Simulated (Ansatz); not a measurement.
**SrAgCl3 (model cell, started as cubic perovskite with Sr in the octahedra): a soft mode frozen in**

Aim: this structure of SrAgCl3 (model cell, started as cubic perovskite with Sr in the octahedra) is to be tested for unstable modes, and one is followed downhill.

Main program and level: Ansatz 0.2.0; DFT PBEsol, scalar-relativistic, plane waves, PAW; PAW set soft_1.

The structure was built from a prototype and need not be the compound's stable phase.

### Step 1. The structure

The structure is cubic, space group Pm-3m (No. 221). The conventional cell has a = 5.503 Å, b = 5.503 Å, c = 5.503 Å, α = 90.00°, β = 90.00°, γ = 90.00°. Nearest to Ag lie 12 Cl at 3.89 Å. Sr has 6 Cl at 2.75 Å nearest. Nearest to Cl lie 2 Sr at 2.75 Å. Farther neighbours and most contacts between anions are not listed.

### Step 2. Phonons on a q mesh

The cell comes from relaxations at this level that are not shown. Stability and thermal properties need the whole zone. Linear response on a 2×2×2 q mesh gives force constants as far as a supercell of that size would, and the tensors from the zone-centre run are typed in so that the long-range dipole term is interpolated apart.

Input file input.yaml:

```yaml
crystal:
  lattice:
    - [5.5026364874, 0.0, 0.0]
    - [0.0, 5.5026364874, 0.0]
    - [0.0, 0.0, 5.5026364874]
  atoms:
    - { symbol: Ag, position: [0.0, 0.0, 0.0] }
    - { symbol: Sr, position: [0.5, 0.5, 0.5] }
    - { symbol: Cl, position: [0.5, 0.5, 0.0] }
    - { symbol: Cl, position: [0.5, 0.0, 0.5] }
    - { symbol: Cl, position: [0.0, 0.5, 0.5] }
kpoints:
  mp_grid: { grid: [6, 6, 6] }
hamiltonian:
  xc: pbesol
  pseudopotentials: { kind: paw, azcp: { folder: soft_1 }, xc_functional: pbe }
scf:
  occupations: { method: fixed }
output:
  eigenvalues: true
phonons:
  method: dfpt
  qmesh: [2, 2, 2]
  temperatures: { t_max: 1000, t_step: 50 }
  qpath:
    path:
      - [[0.0, 0.0, 0.0], [0.0, 0.5, 0.0], [0.5, 0.5, 0.0], [0.0, 0.0, 0.0], [0.5, 0.5, 0.5], [0.0, 0.5, 0.0]]
      - [[0.5, 0.5, 0.5], [0.5, 0.5, 0.0]]
    npoints: 10
  non_analytic_term:
    high_frequency_dielectric_tensor: [[3.3561, 0.0, 0.0], [0.0, 3.3561, 0.0], [0.0, 0.0, 3.3561]]
    born_effective_charges:
      - { species: Ag, tensor: [[1.743, 0.0, 0.0], [0.0, 1.743, 0.0], [0.0, 0.0, 1.743]] }
      - { species: Sr, tensor: [[2.3561, 0.0, 0.0], [0.0, 2.3561, 0.0], [0.0, 0.0, 2.3561]] }
      - { species: Cl, tensor: [[-1.0739, 0.0, 0.0], [0.0, -1.0739, 0.0], [0.0, 0.0, -1.9513]] }
      - { species: Cl, tensor: [[-1.0739, 0.0, 0.0], [0.0, -1.9513, 0.0], [0.0, 0.0, -1.0739]] }
      - { species: Cl, tensor: [[-1.9513, 0.0, 0.0], [0.0, -1.0739, 0.0], [0.0, 0.0, -1.0739]] }
    source: "zone-centre run at this cell"
```

Started as:

```console
ansatz run input.yaml --threads 4 --pin off --max-ram 16384MiB --backend cpu --events-out ev --progress --plain --runs-dir out
```

Numbers of over 12 decimals in the logs are rounded to 6 here.

Output:

```text
Engine: ansatz 0.2.0, aarch64-unknown-linux-gnu
Pseudopotentials: kind: paw
Pseudopotential: Ag, paw, valence charge 19, recommended cutoff 420 eV (normal), soft_1/Ag.paw.azcp
Pseudopotential: Sr, paw, valence charge 10, recommended cutoff 420 eV (normal), soft_1/Sr.paw.azcp
Pseudopotential: Cl, paw, valence charge 7, recommended cutoff 420 eV (normal), soft_1/Cl.paw.azcp
Functional definition: PBEsol
  exchange = pbesol_x
  correlation = pbesol_c
Crystal: 5 atoms, lattice volume = 166.614 Å³
Basis set: ecut = 420 eV, 3239 PW (Γ), exchange–correlation on 80×80×80 points (8 copies of the dense FFT grid, shifted against one another)
Bands: 30, of which v1, the nominal top of the filled ones, is band 25 counted from 1 (24 counted from 0)
Symmetry: 48 space group operations
k-points: 20 of 216
Non-local potential: Ag, projectors of the file, l = 0: 3, l = 1: 2, l = 2: 2, l = 3: 1
Non-local potential: Sr, projectors of the file, l = 0: 3, l = 1: 2, l = 2: 2
Non-local potential: Cl, projectors of the file, l = 0: 2, l = 1: 2, l = 2: 1
PAW form: soft (Blöchl's): semilocal exchange-correlation on the pseudo side does not see the compensation charge
PAW frozen core: Ag, regenerated for the run's functional, and the local potential with it (the file was generated under x = pbe(κ = 0.804, μ = 0.219515), c = pbe(β = 0.066725))
PAW frozen core: Sr, regenerated for the run's functional, and the local potential with it (the file was generated under x = pbe(κ = 0.804, μ = 0.219515), c = pbe(β = 0.066725))
PAW frozen core: Cl, regenerated for the run's functional, and the local potential with it (the file was generated under x = pbe(κ = 0.804, μ = 0.219515), c = pbe(β = 0.066725))
PAW one-centre angular grid: Ag, 590 points (default); XC on 64 Gauss nodes
PAW one-centre angular grid: Sr, 110 points (default); XC on 64 Gauss nodes
PAW one-centre angular grid: Cl, 110 points (default); XC on 64 Gauss nodes
Initial density: superposition of atomic densities (chi_scale 0.1, normalization cell, long waves kept (reshape's long-wave potential 0.01 eV rms))
Initial wavefunctions: pseudopotential atomic-orbital guess
Functional: x = pbesol(κ = 0.804, μ = 0.123457), c = pbesol(β = 0.046)
SCF iter   1: F=—  HF=-14205.077096 eV  |F-HF|=—  |Δ(HF+E_count)|=         —  Δρ=4.61e-2  dr2=5.76e0  ethr=3.10e-3  ⟨swp⟩=6.9  Hψ=2892  notcnv=0  defer=45
preconditioner: auto → Resta (q_TF=auto, 2.232 Å⁻¹)  ε∞=3.9  [insulator: Δε(μ)=1.140 eV  Ē_g=10.719 eV  n_scr=26 (ndim 8)  ℏωp=18.2 eV  f_vac=0.040  ε∞_Penn≈3.9]
SCF iter   2: F=—  HF=-14203.213883 eV  |F-HF|=—  |Δ(HF+E_count)|=    1.86e0  Δρ=1.55e-2  dr2=1.11e0  ethr=3.10e-3  ⟨swp⟩=4.0  Hψ=1512  notcnv=0  defer=47
SCF iter   3: F=—  HF=-14202.812250 eV  |F-HF|=—  |Δ(HF+E_count)|=   4.02e-1  Δρ=6.11e-3  dr2=1.98e-1  ethr=2.21e-3  ⟨swp⟩=3.0  Hψ=1256  notcnv=0  defer=47
SCF iter   4: F=—  HF=-14202.743269 eV  |F-HF|=—  |Δ(HF+E_count)|=   6.90e-2  Δρ=2.52e-3  dr2=1.57e-2  ethr=3.96e-4  ⟨swp⟩=3.4  Hψ=1080  notcnv=0  defer=55
SCF iter   5: F=—  HF=-14202.741526 eV  |F-HF|=—  |Δ(HF+E_count)|=   1.74e-3  Δρ=8.17e-4  dr2=1.62e-3  ethr=3.14e-5  ⟨swp⟩=3.4  Hψ=1167  notcnv=0  defer=55
SCF iter   6: F=—  HF=-14202.742020 eV  |F-HF|=—  |Δ(HF+E_count)|=   4.95e-4  Δρ=2.33e-4  dr2=1.04e-4  ethr=3.25e-6  ⟨swp⟩=3.0  Hψ=1164  notcnv=0  defer=53
SCF iter   7: F=—  HF=-14202.742195 eV  |F-HF|=—  |Δ(HF+E_count)|=   1.74e-4  Δρ=3.85e-5  dr2=4.36e-6  ethr=2.08e-7  ⟨swp⟩=2.0  Hψ=930  notcnv=0  defer=53
SCF iter   8: F=—  HF=-14202.742203 eV  |F-HF|=—  |Δ(HF+E_count)|=   8.71e-6  Δρ=1.02e-5  dr2=2.22e-7  ethr=8.71e-9  ⟨swp⟩=2.0  Hψ=960  notcnv=0  defer=50
SCF iter   9: F=—  HF=-14202.742204 eV  |F-HF|=—  |Δ(HF+E_count)|=   5.58e-7  Δρ=1.82e-6  dr2=6.98e-9  ethr=4.45e-10  ⟨swp⟩=2.1  Hψ=979  notcnv=0  defer=50
SCF iter  10: F=—  HF=-14202.742204 eV  |F-HF|=—  |Δ(HF+E_count)|=   2.03e-8  Δρ=4.45e-7  dr2=4.63e-10  ethr=1.40e-11  ⟨swp⟩=2.5  Hψ=1065  notcnv=0  defer=51
SCF iter  11: F=—  HF=-14202.742204 eV  |F-HF|=—  |Δ(HF+E_count)|=  9.26e-10  Δρ=1.01e-7  dr2=2.16e-11  ethr=1.00e-12  ⟨swp⟩=2.0  Hψ=898  notcnv=0  defer=51
SCF iter  12: F=-14202.742204 eV  HF=-14202.742204 eV  |F-HF|=5.46e-12  |Δ(HF+E_count)|=  4.73e-11  Δρ=3.00e-8  dr2=1.71e-12  ethr=1.00e-12  ⟨swp⟩=16.3  Hψ=4531  notcnv=0
SCF 1 converged in 12 iterations: F = -14202.742204 eV  dr2 = 1.71e-12
  greatest PAW one-centre occupation: 1.000 electrons in one spin orbital (limit 2), on the Ag atom at site 0 (counted from 0), in its partial waves of l = 0
NSCF: frozen V_eff on 20 k-points
NSCF: frozen V_eff on 64 k-points
DFPT response loops at q = (0, 0, 0) (fractional): preconditioner auto → Resta (q_TF=auto, 2.232 Å⁻¹)  ε∞=6.8 (no band partly filled); β = 1.00, the filter's whole step (`scf.mixing.beta` (0.50) is not read by the response loops at its default; to damp them type it under 1.00, their step now; it binds the ground state too); Broyden in place of MSR1
NSCF: frozen V_eff on 128 k-points
DFPT response loops at q = (0, 0, -0.5) (fractional): mixed as the last ones told, above
NSCF: frozen V_eff on 128 k-points
DFPT response loops at q = (0, -0.5, -0.5) (fractional): mixed as the last ones told, above
NSCF: frozen V_eff on 128 k-points
DFPT response loops at q = (-0.5, -0.5, -0.5) (fractional): mixed as the last ones told, above
SCF converged after 12 iterations
Free energy (F): -14202.742204 eV
Harris-Foulkes:  -14202.742204 eV  (|F-HF|=5.46e-12)
Internal energy: -14202.742204 eV  (E = F + TS)
E sigma→0 (E₀):  -14202.742204 eV
Fermi energy:    1.568985 eV
--- Per-component energies (eV) ---
  E_band       = -679.178289
  E_kinetic    = 1160.208103
  E_local      = -5223.569809  (includes V_loc(G=0)·N_el)
  E_nonlocal   = 368.253100
  E_hartree    = 2136.681218
  E_xc         = -646.771999
  E_vxc        = -698.440221  (∫ρ·V_xc dr)
  E_paw        = -8457.335600  (= ΣΔE_a)
  E_vpaw       = -558.992579  (= ΣTr[D̂ρ^β])
  E_aug_tail   = 0.000686  (compensation charges beyond the density's cutoff)
  E_ewald      = -3540.900290
  E_core_change = 0.692385  (= ΣΔE_core)
  E_smearing   = -0.000000  (= −TS)
  E_closure    = -0.000000  (closes the sum)
  Σ components = -14202.742204   (vs F -14202.742204, Δ=0.00e0)
--- Band table (eV; the first three rows and the last of 20) ---
  k-point 0: bands = [... 21 lower, 1.0877, 1.3344, 1.3344, 1.3344, 2.8792, 7.7202, 7.7202, 7.7202, ... 1 higher]
  k-point 1: bands = [... 21 lower, 1.0491, 1.0811, 1.3105, 1.3105, 3.1422, 7.7431, 7.9085, 7.9085, ... 1 higher]
  k-point 2: bands = [... 21 lower, 0.9120, 1.0685, 1.2970, 1.2970, 3.6572, 7.2059, 7.7908, 8.1712, ... 1 higher]
  k-point 19: bands = [... 21 lower, 0.0977, 1.5557, 1.5557, 1.5557, 3.3294, 8.6806, 8.6806, 8.6806, ... 1 higher]
--- Phonons (Γ-DFPT): 4 representative perturbations + reference (Σ response iterations 12) ---
  ASR residual: 5.420e-5 → 0.000e0 eV/Å²; symmetrization residual: 6.112e-6 eV/Å²
  ASR residual per site (eV/Å²): 2.73e-5 5.42e-5 1.24e-5 1.24e-5 1.24e-5
  Γ frequencies (cm⁻¹): -88.41 -88.41 -88.41 -81.84 -81.84 -81.84 0.00 0.00 0.00 53.42 53.42 53.42 279.02 279.02 279.02
--- Phonons (arbitrary-q DFPT): 4 irreducible q on the 2×2×2 mesh ---
  q = [0.0000, 0.0000, 0.0000] (star 1, of the zone-centre solve; hermiticity 1.57e-6, symmetrization 1.16e-11): -88.41 -88.41 -88.41 -81.84 -81.84 -81.84 -0.00 0.00 0.00 53.42 53.42 53.42 279.02 279.02 279.02
  q = [0.0000, 0.0000, -0.5000] (star 3, 9 solved perturbations in 504 linear systems a pass and spin channel, the states on 64 of 216 k-point pairs; hermiticity 3.98e-7, symmetrization 8.53e-12): -82.52 -82.52 -77.89 -73.67 -73.67 -23.30 -7.35 -7.35 44.86 44.86 44.89 167.36 277.70 278.85 278.85
  q = [0.0000, -0.5000, -0.5000] (star 3, 9 solved perturbations in 504 linear systems a pass and spin channel, the states on 64 of 216 k-point pairs; hermiticity 1.13e-6, symmetrization 1.50e-13): -102.92 -86.99 -86.99 -64.83 -64.83 -52.82 44.21 44.21 45.09 64.22 164.49 164.49 254.52 278.73 285.86
  q = [-0.5000, -0.5000, -0.5000] (star 1, 4 solved perturbations in 184 linear systems a pass and spin channel, the states on 64 of 216 k-point pairs; hermiticity 5.71e-7, symmetrization 8.25e-12): -103.00 -103.00 -103.00 -79.80 -79.80 -79.80 76.99 76.99 76.99 162.86 162.86 162.86 254.31 254.31 292.18
  sum rule: each row above includes the acoustic sum rule's correction from the zone centre's row sums; it moved no ω² by more than (0.41 cm⁻¹)²
  mesh force constants: q→R imaginary residual 4.00e-18; ASR residual 5.420e-5 → 0.000e0 eV/Å²; symmetrization residual 4.441e-15 eV/Å²
  interpolated dispersion: 63 rows × 15 modes
  density of states and harmonic sums: on the 12×12×12 q-mesh, interpolated from the force constants of a 2×2×2 supercell (with the dipole–dipole term of supplied tensors)
  largest difference from the sums on the solved wave vectors: F 2.15e-1 eV, S 2.96e-4 and C_V 8.09e-5 eV/K
  zero-point energy: 0.080533 eV/cell   skipped modes (ω ≤ 0): 532, of them read as no rigid motion or as one in doubt: 529 (6.184e0 modes/cell left out, lowest -103.00 cm⁻¹)   left out of the sums: 4.12e-1 of the cell's modes: C_V's classical limit lies that fraction below 3 k_B per atom; for a crystal, a wire or a layer, F and S can be off by more, and a phonons.interpolated_qmesh denser along its periods is the remedy for the sampling
```

Run time: 3.1 min. Hardware: 4 threads of Arm Neoverse V1, shared host; peak memory 1.2 GiB; 12 min of CPU time.

Numbers from this step:

```
gap on the k-mesh                                       : 1.310 eV
volume per atom                                         : 33.32 Å³
sum-rule residual before enforcement                    : 5.42e-5 eV/Å²
lowest frequency on the path                            : -103.0 cm⁻¹
point group                                             : m-3m
highest frequency on the path or at a solved wavevector : 304.6 cm⁻¹
highest optical mode at the zone centre (no LO-TO term) : 279.0 cm⁻¹
lowest optical zone-centre mode                         : -88.41 cm⁻¹
lowest mode on the q mesh (acoustic modes at Γ apart)   : -103 cm⁻¹
```

Frequencies (cm⁻¹) solved at each irreducible wavevector; negative means imaginary. Frequencies by wavevector, by row:

| q in reciprocal lattice units | star | mode 1 | mode 2 | mode 3 | mode 4 | mode 13 | mode 14 | mode 15 |
| --- | --- | --- | --- | --- | --- | --- | --- | --- |
| 0 0 0 | 1 | -88.4 | -88.4 | -88.4 | -81.8 | 279 | 279 | 279 |
| 0 0 -0.5 | 3 | -82.5 | -82.5 | -77.9 | -73.7 | 277.7 | 278.9 | 278.9 |
| 0 -0.5 -0.5 | 3 | -102.9 | -87 | -87 | -64.8 | 254.5 | 278.7 | 285.9 |
| -0.5 -0.5 -0.5 | 1 | -103 | -103 | -103 | -79.8 | 254.3 | 254.3 | 292.2 |

Interpolated from a 2×2×2 q mesh, with the LO-TO term (at Γ the limit along the path; where Γ stands inside the path, tables give the limit on arrival). The phonon branches at the labelled points (cm⁻¹):

| point | branch 1 | branch 2 | branch 3 | branch 4 | branch 12 | branch 13 | branch 14 | branch 15 |
| --- | --- | --- | --- | --- | --- | --- | --- | --- |
| Γ | -88 | -88 | -82 | -82 | 72 | 279 | 279 | 305 |
| halfway | -86 | -86 | -80 | -78 | 119 | 279 | 279 | 294 |
| X | -82 | -82 | -78 | -74 | 167 | 278 | 279 | 279 |
| halfway | -95 | -82 | -82 | -77 | 166 | 262 | 279 | 288 |
| M | -103 | -87 | -87 | -65 | 164 | 254 | 279 | 286 |
| halfway | -92 | -85 | -82 | -75 | 120 | 269 | 279 | 296 |
| Γ | -88 | -88 | -82 | -82 | 72 | 279 | 279 | 305 |
| halfway | -91 | -90 | -90 | -75 | 120 | 269 | 269 | 297 |
| R | -103 | -103 | -103 | -80 | 163 | 254 | 254 | 292 |
| halfway | -95 | -93 | -87 | -78 | 165 | 260 | 269 | 293 |
| X | -82 | -82 | -78 | -74 | 167 | 278 | 279 | 279 |
| jump to R | -103 | -103 | -103 | -80 | 163 | 254 | 254 | 292 |
| halfway | -103 | -94 | -94 | -78 | 164 | 254 | 265 | 292 |
| M | -103 | -87 | -87 | -65 | 164 | 254 | 279 | 286 |

Symmetry leaves 4 wavevectors to solve. The lowest mode among them, the acoustic zeros apart, lies at q = (-0.5, -0.5, -0.5) and is imaginary, 103.0i cm⁻¹, so the energy falls along it.

### Step 3. The mode frozen in, largest atomic shift 0 Å

The mode followed lies at q = (-0.5, -0.5, -0.5) with frequency 103.0i cm⁻¹ and is 3-fold degenerate, the softest among the wavevectors solved. At small amplitude the distorted cell has space group no. 167 by a symmetry search on the positions. The undistorted cell that holds it gives the zero of energy on the same k mesh.

System of this step: SrAgCl3 (model cell, started as cubic perovskite with Sr in the octahedra). The structure is cubic, space group Pm-3m (No. 221). The conventional cell has a = 5.503 Å, b = 5.503 Å, c = 5.503 Å, α = 90.00°, β = 90.00°, γ = 90.00°. Nearest to Ag lie 12 Cl at 3.89 Å. Sr has 6 Cl at 2.75 Å nearest. Nearest to Cl lie 2 Sr at 2.75 Å. Farther neighbours and most contacts between anions are not listed.

Input file input.yaml:

```yaml
crystal:
  lattice:
    - [5.5026364874, 5.5026364874, 0.0]
    - [5.5026364874, 0.0, 5.5026364874]
    - [5.5026364874, 0.0, -5.5026364874]
  atoms:
    - { symbol: Ag, position: [0.0, 0.0, 0.0] }
    - { symbol: Ag, position: [0.0, 0.5, 0.5] }
    - { symbol: Sr, position: [0.5, 0.25, 0.75] }
    - { symbol: Sr, position: [0.5, 0.75, 0.25] }
    - { symbol: Cl, position: [0.5, 0.0, 1.0] }
    - { symbol: Cl, position: [0.5, 0.5, 0.5] }
    - { symbol: Cl, position: [0.0, 0.0, 0.5] }
    - { symbol: Cl, position: [0.0, 0.5, 0.0] }
    - { symbol: Cl, position: [0.5, 0.0, 0.5] }
    - { symbol: Cl, position: [0.5, 0.5, 0.0] }
kpoints:
  mp_grid: { grid: [6, 6, 6] }
hamiltonian:
  xc: pbesol
  pseudopotentials: { kind: paw, azcp: { folder: soft_1 }, xc_functional: pbe }
scf:
  occupations: { method: gaussian, width: 0.02 }
output:
  forces: true
  stress: true
  eigenvalues: true
```

Output:

```text
[...]
Crystal: 10 atoms, lattice volume = 333.229 Å³
Basis set: ecut = 420 eV, 6423 PW (Γ), exchange–correlation on 108×108×108 points (8 copies of the dense FFT grid, shifted against one another)
Bands: 60, of which v1, the nominal top of the filled ones, is band 50 counted from 1 (49 counted from 0)
Symmetry: 96 space group operations
[...]
k-points: 16 of 216
[...]
k-point 0: bands = [... 46 lower, 1.3343, 1.5557, 1.5557, 1.5557, 2.8792, 3.3294, 7.7202, 7.7202, ... 4 higher]
  k-point 1: bands = [... 46 lower, 1.2760, 1.5118, 1.5118, 1.5214, 3.0807, 3.4417, 7.7604, 7.8523, ... 4 higher]
  k-point 2: bands = [... 46 lower, 1.2137, 1.3994, 1.3994, 1.4301, 3.4794, 3.6763, 7.5181, 7.5476, ... 4 higher]
  k-point 15: bands = [... 46 lower, 1.1082, 1.2325, 1.2365, 1.4769, 3.9535, 3.9623, 6.9557, 7.4200, ... 4 higher]
[key lines of the parts left out:]
SCF converged after 9 iterations
Free energy (F): -28405.484442 eV
Fermi energy:    2.224230 eV
P = ⅓ Tr σ = -0.0052 GPa (-0.052 kbar)
```

Wall time 7.5 s (4 threads); peak memory 0.87 GiB.

Numbers from this step:

```
pressure                         : -0.005206 GPa
energy from the undistorted cell : 0 meV/atom
```

At this level the gap is 1.31 eV on the k-mesh of the self-consistent run, which can miss the band edges.

### Step 4. The mode frozen in, largest atomic shift 0.6 Å

The atoms are moved along the unstable eigenvector, the largest shift by 0.6 Å, with the cell fixed.

input.yaml, the sections that differ from step 3:

```yaml
crystal:
  lattice:
    - [5.5026364874, 5.5026364874, 0.0]
    - [5.5026364874, 0.0, 5.5026364874]
    - [5.5026364874, 0.0, -5.5026364874]
  atoms:
    - { symbol: Ag, position: [0.0, 0.0, 0.0] }
    - { symbol: Ag, position: [0.0, 0.5, 0.5] }
    - { symbol: Sr, position: [0.5, 0.25, 0.75] }
    - { symbol: Sr, position: [0.5, 0.75, 0.25] }
    - { symbol: Cl, position: [0.5771019619, 0.0, 1.0] }
    - { symbol: Cl, position: [0.4228980381, 0.5, 0.5] }
    - { symbol: Cl, position: [0.0, 0.0771019619, 0.5] }
    - { symbol: Cl, position: [0.0, 0.4228980381, 0.0] }
    - { symbol: Cl, position: [0.5771019619, -0.0771019619, 0.5] }
    - { symbol: Cl, position: [0.4228980381, 0.5771019619, 0.0] }
# kpoints, hamiltonian, scf, output: as in step 3
```

Output:

```text
[...]
Crystal: 10 atoms, lattice volume = 333.229 Å³
Basis set: ecut = 420 eV, 6423 PW (Γ), exchange–correlation on 108×108×108 points (8 copies of the dense FFT grid, shifted against one another)
Bands: 60, of which v1, the nominal top of the filled ones, is band 50 counted from 1 (49 counted from 0)
Symmetry: 12 space group operations
[...]
k-points: 32 of 216
[...]
k-point 0: bands = [... 46 lower, 1.1731, 1.2471, 1.3888, 1.3888, 3.4888, 4.1523, 7.7587, 7.7587, ... 4 higher]
  k-point 1: bands = [... 46 lower, 1.1277, 1.1502, 1.3618, 1.3618, 3.6561, 4.2224, 7.8127, 7.8576, ... 4 higher]
  k-point 2: bands = [... 46 lower, 1.1168, 1.1168, 1.2853, 1.2853, 4.0236, 4.3547, 7.5440, 7.6868, ... 4 higher]
  k-point 31: bands = [... 46 lower, 1.1428, 1.1428, 1.2146, 1.2146, 4.4015, 4.4015, 7.4631, 7.4631, ... 4 higher]
[key lines of the parts left out:]
SCF converged after 9 iterations
Free energy (F): -28406.774881 eV
Fermi energy:    2.438834 eV
P = ⅓ Tr σ = -1.7886 GPa (-17.886 kbar)
```

Run time: 15 s. Hardware: 4 threads; peak memory 0.99 GiB.

This step gave:

```yaml
pressure: -1.789 GPa
gap_on_the_k_mesh: 2.100 eV
energy_from_the_undistorted_cell: -129.0 meV/atom
```

The energy, extrapolated to zero smearing, is -129.04 meV/atom against the undistorted cell.

The run ends at a pressure of -1.79 GPa, with forces up to 0.62 eV/Å.

### Step 5. Energy along the mode, all amplitudes (two of the runs are shown above)

An imaginary frequency means negative curvature, so the energy should fall and then rise again as anharmonic terms take over.

This step gave:

* depth at the lowest point sampled: 129.0 meV/atom
* largest atomic shift at that point: 0.6 Å

The energy from the parent by largest atomic shift:

| largest atomic shift (Å) | energy from the parent (meV/atom) |
| --- | --- |
| 0.000 | 0 |
| 0.040 | -0.663 |
| 0.080 | -2.65 |
| 0.140 | -8.05 |
| 0.220 | -19.6 |
| 0.320 | -40.6 |
| 0.450 | -77.0 |
| 0.600 | -129 |

Displacement at unit largest shift by atom:

| atom | x (Å) | y (Å) | z (Å) | size |
| --- | --- | --- | --- | --- |
| Ag1 | 0.000 | 0.000 | 0.000 | 0.000 |
| Ag2 | 0.000 | 0.000 | 0.000 | 0.000 |
| Sr3 | 0.000 | 0.000 | 0.000 | 0.000 |
| Sr4 | 0.000 | 0.000 | 0.000 | 0.000 |
| Cl5 | 0.707 | 0.707 | 0.000 | 1.000 |
| Cl6 | -0.707 | -0.707 | 0.000 | 1.000 |
| Cl7 | 0.707 | 0.000 | 0.707 | 1.000 |
| Cl8 | -0.707 | 0.000 | -0.707 | 1.000 |
| Cl9 | 0.000 | 0.707 | -0.707 | 1.000 |
| Cl10 | 0.000 | -0.707 | 0.707 | 1.000 |

The lowest of the steps tried is the last one, at 0.6 Å, 129 meV/atom below the parent; the bottom of the well need not coincide with a step.

(Continued in part 2 of 3.)

[Logs are printed without paths, hosts, clocks, repeated set-up lines and the standing remarks that a program may print on its own settings, such as how far it seeks lower states.]

[Hosts, paths, dates, database ids (printed as entryN), source tags and the programs' standing remarks are cut or masked in the printed files.]
